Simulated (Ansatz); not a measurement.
Molecular dynamics of WC

Input:

```yaml
crystal:
  lattice:
    - [-2.9803, -5.16203, 0.0]
    - [4.470449, -2.581015, 0.0]
    - [0.0, 0.0, 5.854238]
  atoms:
    - { symbol: W, position: [0.75, 0.5, 0.0] }
    - { symbol: C, position: [0.5, 0.6666667, 0.25] }
    - { symbol: W, position: [0.75, 0.5, 0.5] }
    - { symbol: C, position: [0.5, 0.6666667, 0.75] }
    - { symbol: W, position: [0.5, 0.0, 0.0] }
    - { symbol: C, position: [0.25, 0.1666667, 0.25] }
    - { symbol: W, position: [0.5, 0.0, 0.5] }
    - { symbol: C, position: [0.25, 0.1666667, 0.75] }
    - { symbol: W, position: [0.25, 0.5, 0.0] }
    - { symbol: C, position: [0.0, 0.6666667, 0.25] }
    - { symbol: W, position: [0.25, 0.5, 0.5] }
    - { symbol: C, position: [0.0, 0.6666667, 0.75] }
    - { symbol: W, position: [0.0, 0.0, 0.0] }
    - { symbol: C, position: [0.75, 0.1666667, 0.25] }
    - { symbol: W, position: [0.0, 0.0, 0.5] }
    - { symbol: C, position: [0.75, 0.1666667, 0.75] }
basis:
  ecutwfc: 420.0
kpoints:
  mp_grid: { grid: [2, 2, 2] }
hamiltonian:
  xc: pbe
  dispersion: d3bj
  pseudopotentials: { kind: paw, azcp: { folder: soft_1 } }
scf:
  occupations: { method: fermi_dirac, width: 0.36 }
  lower_state_search: "off"
md:
  timestep: 1.12
  n_steps: 190
  ensemble: nvt_langevin
  temperature: 4200.0
  initial_velocities: maxwell_boltzmann
  seed: 24421
  friction: 0.005
```

Run as:

```bash
$ ansatz run input.yaml --threads 1 --pin off --max-ram 3072MiB --backend cpu --events-out ev --progress --plain --runs-dir out
```

It starts from a structure without forces on its atoms.

Output, in part (step lines):

```
md step     0: t =     0.00 fs  T =  3937.5 K  F+E_penalty+E_count = -85103.36754868 eV  E_kin = 8.143380 eV  (8 SCF iters)
[... lines left out ...]
```

The steps, from the saved trajectory:

```json
{"time (fs)": "0.0", "T (K)": "3938", "potential energy less start (eV)": "0.000"}
{"time (fs)": "6.7", "T (K)": "2874", "potential energy less start (eV)": "1.743"}
{"time (fs)": "13.4", "T (K)": "1585", "potential energy less start (eV)": "4.441"}
{"time (fs)": "20.2", "T (K)": "1389", "potential energy less start (eV)": "5.088"}
{"time (fs)": "26.9", "T (K)": "1813", "potential energy less start (eV)": "4.385"}
{"time (fs)": "33.6", "T (K)": "1921", "potential energy less start (eV)": "3.979"}
{"time (fs)": "40.3", "T (K)": "1885", "potential energy less start (eV)": "5.148"}
{"time (fs)": "47.0", "T (K)": "1499", "potential energy less start (eV)": "6.470"}
{"time (fs)": "53.8", "T (K)": "1792", "potential energy less start (eV)": "6.050"}
{"time (fs)": "60.5", "T (K)": "2367", "potential energy less start (eV)": "5.091"}
{"time (fs)": "67.2", "T (K)": "2726", "potential energy less start (eV)": "4.394"}
{"time (fs)": "73.9", "T (K)": "3603", "potential energy less start (eV)": "3.908"}
{"time (fs)": "80.6", "T (K)": "3695", "potential energy less start (eV)": "4.376"}
{"time (fs)": "87.4", "T (K)": "3199", "potential energy less start (eV)": "5.482"}
{"time (fs)": "94.1", "T (K)": "3851", "potential energy less start (eV)": "4.305"}
{"time (fs)": "100.8", "T (K)": "3576", "potential energy less start (eV)": "4.111"}
{"time (fs)": "107.5", "T (K)": "2906", "potential energy less start (eV)": "5.713"}
{"time (fs)": "114.2", "T (K)": "2450", "potential energy less start (eV)": "7.411"}
{"time (fs)": "121.0", "T (K)": "2058", "potential energy less start (eV)": "8.087"}
{"time (fs)": "127.7", "T (K)": "2438", "potential energy less start (eV)": "7.606"}
{"time (fs)": "134.4", "T (K)": "3320", "potential energy less start (eV)": "7.198"}
{"time (fs)": "141.1", "T (K)": "2950", "potential energy less start (eV)": "7.485"}
{"time (fs)": "147.8", "T (K)": "2800", "potential energy less start (eV)": "7.019"}
{"time (fs)": "154.6", "T (K)": "3806", "potential energy less start (eV)": "5.344"}
{"time (fs)": "161.3", "T (K)": "3588", "potential energy less start (eV)": "5.551"}
{"time (fs)": "168.0", "T (K)": "3526", "potential energy less start (eV)": "6.097"}
{"time (fs)": "174.7", "T (K)": "3582", "potential energy less start (eV)": "6.347"}
{"time (fs)": "181.4", "T (K)": "3527", "potential energy less start (eV)": "7.305"}
{"time (fs)": "188.2", "T (K)": "3358", "potential energy less start (eV)": "7.226"}
{"time (fs)": "194.9", "T (K)": "3421", "potential energy less start (eV)": "7.684"}
{"time (fs)": "201.6", "T (K)": "3075", "potential energy less start (eV)": "7.570"}
{"time (fs)": "208.3", "T (K)": "3363", "potential energy less start (eV)": "6.365"}
```

All steps were run. The mean temperature of the second half is 25 % below the set value. A run of 0.21 ps of so small a system gives no equilibrium averages. Limits of this set-up: coarse k mesh.

Mean squared displacements from the first frame to the last, about the centre of mass: W 0.05 Å², C 0.06 Å².

Last frame:

```xyz
16
Lattice="-2.9803 -5.1620 0.0000 4.4704 -2.5810 0.0000 0.0000 0.0000 5.8542" Properties=species:S:1:pos:R:3
W -0.029 -4.800 0.191
C 1.410 -4.021 1.619
W -0.261 -4.848 3.011
C 1.352 -4.027 4.420
W -1.353 -2.246 0.369
C 0.036 -1.379 1.407
W -1.765 -2.350 2.960
C -0.277 -1.634 4.371
W 1.399 -2.293 0.262
C 2.883 -1.041 1.588
W 1.148 -2.317 2.982
C 2.669 -1.405 4.511
W -0.134 0.229 0.067
C -1.811 -4.098 1.446
W -0.440 0.439 2.976
C -1.525 -3.901 4.352
```

Time of the run: 19 min on 1 thread of Arm Neoverse V1 (shared host), peak memory 0.54 GiB.
